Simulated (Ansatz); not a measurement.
Crystal: Zn.

```
Zn
1.0
    -1.56904    1.56904    1.56904
     1.56904   -1.56904    1.56904
     1.56904    1.56904   -1.56904
Zn
1
Direct
  0.00000 0.00000 0.00000
```

This isn't the form of Zn at room conditions, which is hcp.

* Program: Ansatz 0.2.0
* Task: relaxation of cell and atoms
* Functional: revPBE
* Dispersion: D4
* Potentials or basis: Ansatz PAW
* Cutoff: 420 eV (not typed: the program's choice for these potentials)
* k mesh: 12 × 12 × 12
* Occupations: fermi-dirac, width 0.05 eV
* Spin: no spin polarisation

At the start: volume 15.45 Å³/atom.

How do energy, volume and symmetry change on relaxing?

It ends after 5 steps and the volume is 14.54 Å³/atom (-5.9 %); space group Im-3m (No. 229, to 0.05 Å).

The path:
```csv
step,energy change (eV),largest force (eV/Å),volume (Å³)
1,0.0000,0.0000,15.45
2,-0.0103,0.0000,14.85
3,-0.0120,0.0000,14.49
4,-0.0120,0.0000,14.54
5,-0.0112,0.0000,14.54
```

Final structure:
```
CELL_PARAMETERS angstrom
-1.53773 1.53773 1.53773
1.53773 -1.53773 1.53773
1.53773 1.53773 -1.53773
ATOMIC_POSITIONS crystal
Zn 0.00000 0.00000 0.00000
```

Caveat: the plane-wave basis is chosen anew once the cell has moved, so the energies of steps on either side of that aren't comparable; pairwise dispersion overbinds metals, which lowers pressure and volume; the PAW data sets come from PBE, with cores solved anew for the run's functional, which leaves a small shift of forces and pressure.
